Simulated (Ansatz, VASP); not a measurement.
**Zn: VASP beside Ansatz**

```xyz
2
Lattice="2.6013 0.0000 0.0000 -1.3006 2.2528 0.0000 0.0000 0.0000 5.0086" Properties=species:S:1:pos:R:3 pbc="T T T"
Zn    0.0000    1.5019    1.2521
Zn    1.3006    0.7509    3.7564
```

Alike in both runs: functional PBEsol; k mesh 18 × 18 × 8; occupations gaussian, width 0.1 eV; no spin polarisation.

Ansatz relaxed the structure, and its values are those at the end. VASP's run is a single point on that final structure, the one shown.

|  | VASP | Ansatz |
| --- | --- | --- |
| version | VASP 6.6.1 | Ansatz 0.2.0 |
| potentials or method | VASP PAW PBE potentials, release 64 (Zn) | scalar-relativistic, plane waves, PAW |
| plane-wave cutoff (eV) | 520 | 420 |
| valence electrons in the cell | 24 | 24 |

```csv
,VASP,Ansatz,Ansatz less VASP
gap on the k mesh at the Fermi level (eV),none,none,-
pressure (GPa),-1.2,-2.0,-0.79
```

A gap of «none» marks a metal or a gap that the smearing closes.

Caveats: the PAW data sets were made with another functional, which shifts forces and pressure a little (VASP).
